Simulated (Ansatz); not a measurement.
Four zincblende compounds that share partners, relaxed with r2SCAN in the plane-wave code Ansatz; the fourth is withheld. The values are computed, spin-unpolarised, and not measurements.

```csv
solid,a (Å)
GaP,5.451
GaSb,6.132
InP,5.908
```

**If bond lengths are sums of radii, what lattice constant follows for InSb?** a(InSb) ≈ a(GaSb) + a(InP) − a(GaP) = 6.132 + 5.908 − 5.451 = 6.589 Å. The relaxed cell has 6.559 Å, -0.5 % from the sum: the rule holds well here.

**How much does a change of partner add, in either pair?** GaP → GaSb: +0.681 Å, and InP → InSb: +0.651 Å; GaP → InP: +0.457 Å, and GaSb → InSb: +0.427 Å. Fixed radii would make each pair equal; they differ by 0.030 Å.
